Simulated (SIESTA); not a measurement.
Crystal: Cu.

```xyz
1
Lattice="0.0000 1.8075 1.8075 1.8075 0.0000 1.8075 1.8075 1.8075 0.0000" Properties=species:S:1:pos:R:3 pbc="T T T"
Cu    0.0000    0.0000    0.0000
```

Base run:

| Property | Result |
| --- | --- |
| Program | SIESTA 5.4.2 |
| Functional | vdW-DF2 |
| Potentials or basis | PseudoDojo 0.4 standard (PBE files) |
| Basis | DZP (energy shift 0.002 Ry) |
| Grid cutoff | 800 Ry |
| Energy shift | 0.002 Ry |
| k mesh | 13 × 13 × 13 |
| Occupations | fermi-dirac, width 0.05 eV |
| Spin | no spin polarisation |

Its results: band gap on the k mesh none (metal or under the smearing width); pressure 13.3 GPa.

Problem. The run is repeated on the same cell with these changes: functional from vdW-DF2 to revPBE. What comes out?

Solution. Band gap on the k mesh none (metal or under the smearing width); pressure 5.0 GPa.

Caveats: semicore shells carry a single zeta, which can move pressures by several GPa and volumes by a few percent; the potentials were made for another functional, which shifts forces and pressure; the basis of atomic orbitals isn't converged, which shifts pressures, moduli and gaps; the real-space grid breaks the cell's symmetry a little (some runs).

Not every run made on this cell is shown here.
